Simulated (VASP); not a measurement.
Write the native input for VASP 6.6.1 that does the following.

| Property | Result |
| --- | --- |
| Task | relaxation of cell and atoms |
| Functional | PBE |
| Dispersion | D3(BJ) |
| Potentials or basis | VASP PAW PBE potentials, release 64 (Se) |
| Cutoff | 600 eV |
| k mesh | 9 × 9 × 6 |
| Occupations | gaussian, width 0.03 eV |
| Spin | no spin polarisation |
| Further INCAR settings | ALGO = Normal; EDIFF = 1e-06; IBRION = 2; EDIFFG = -0.01; NSW = 90; ISIF = 3 |

The structure of Se lies in POSCAR:

```
Se
1.0
    4.3662000000      0.0000000000      0.0000000000
   -2.1831000000      3.7812401180      0.0000000000
    0.0000000000      0.0000000000      4.9536000000
Se
3
Direct
    0.2254000000      0.0000000000      0.3333333333
    0.0000000000      0.2254000000      0.6666666667
    0.7746000000      0.7746000000      0.0000000000
```

One way to write it, as run:

INCAR

```
ALGO = Normal ; EDIFF = 1E-6
EDIFFG = -0.01 ; ENCUT = 600
GGA = PE ; IBRION = 2
ISIF = 3 ; ISMEAR = 0
IVDW = 12 ; KPAR = 4
LASPH = True ; LCHARG = False
LREAL = False ; LWAVE = False
NELM = 80 ; NSW = 90
PREC = Accurate ; SIGMA = 0.03
```

KPOINTS

```
k-points
0
Gamma
  9 9 6
```

Potentials or basis: VASP PAW PBE potentials, release 64 (Se).

Launch:

```sh
$ cat potpaw_PBE.64/Se/POTCAR > POTCAR
$ mpirun -np 4 vasp_std > vasp.out
```

It gave:

```yaml
Relaxed_volume: 24.48 Å³/atom
Relaxed_cell: a = 4.065 Å, b = 4.065 Å, c = 5.134 Å, α = 90.00°, β = 90.00°, γ = 120.00°
Space_group_after_relaxing_to_0.05_Å: P3_121 (No. 152)
Energy_gained_by_relaxing: 25.4 meV/atom
Ionic_steps: 15
Pressure_after_relaxing: 0.0 GPa
Band_gap_on_the_k_mesh: 0.51 eV, direct
Dispersion_energy_per_atom: -0.356 eV
```

Caveat: an odd mesh through Γ misses points on the zone boundary, where band edges often lie; the volume moved by -10 % from the deposited cell, more than functionals usually miss.

Run time: 85 s on 4 MPI ranks on AMD EPYC 9R45 (Zen 5), on a shared host, peak memory 0.26 GiB a rank.
